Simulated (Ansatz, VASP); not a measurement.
**One calculation of SiO2 (Stishovite), two programs**

The input INCAR:

```
SYSTEM = SiO2
AGGAC = 1.0
AGGAX = 1.0
ALDAC = 0.0
ALDAX = 1.0
ALGO = Normal
EDIFF = 1E-6
ENCUT = 520
GGA = B5
ISIF = 2
ISMEAR = 0
LASPH = .True.
LCHARG = .False.
LREAL = .False.
LWAVE = .False.
NBANDS = 25
NELM = 80
PREC = Accurate
SIGMA = 0.01
```

File KPOINTS:

```
k-points
0
Gamma
  4 4 6
  0 0 0
```

POSCAR

```
SiO2
1.0
    4.1773000000      0.0000000000      0.0000000000
    0.0000000000      4.1773000000      0.0000000000
    0.0000000000      0.0000000000      2.6652000000
Si O
2 4
Direct
    0.0000000000      0.0000000000      0.0000000000
    0.5000000000      0.5000000000      0.5000000000
    0.3059000000      0.3059000000      0.0000000000
    0.1941000000      0.8059000000      0.5000000000
    0.6941000000      0.6941000000      0.0000000000
    0.8059000000      0.1941000000      0.5000000000
```

Input for Ansatz:

```yaml
crystal:
  lattice:
    - [4.1773, 0.0, 0.0]
    - [0.0, 4.1773, 0.0]
    - [0.0, 0.0, 2.6652]
  atoms:
    - { symbol: Si, position: [0.0, 0.0, 0.0] }
    - { symbol: Si, position: [0.5, 0.5, 0.5] }
    - { symbol: O, position: [0.3059, 0.3059, 0.0] }
    - { symbol: O, position: [0.1941, 0.8059, 0.5] }
    - { symbol: O, position: [0.6941, 0.6941, 0.0] }
    - { symbol: O, position: [0.8059, 0.1941, 0.5] }
basis:
  ecutwfc: 435.382179935808
kpoints:
  mp_grid:
    grid: [4, 4, 6]
hamiltonian:
  xc: blyp
scf:
  convergence:
    dr2_threshold: 1.0e-10
  occupations:
    method: fixed
output:
  stress: true
```

Alike in both runs: task single point; functional BLYP; k mesh 4 × 4 × 6; no spin polarisation.

```csv
,VASP,Ansatz
version,VASP 6.6.1,Ansatz 0.2.0
potentials or method,"VASP PAW PBE potentials, release 64 (Si, O)","plane waves, PAW"
plane-wave cutoff (eV),520,435
occupations,"gaussian, width 0.01 eV",fixed
valence electrons in the cell,32,32
```

```csv
,VASP,Ansatz,Ansatz less VASP
pressure (GPa),18.2,16.6,-1.57
largest component of the traceless stress (GPa),2.31,1.55,-0.762
```

Caveats: so large a pressure means that the cell lies far from this level's equilibrium, or that cutoff or potentials fall short (VASP); the potentials were made for another functional, which shifts forces and pressure (VASP).
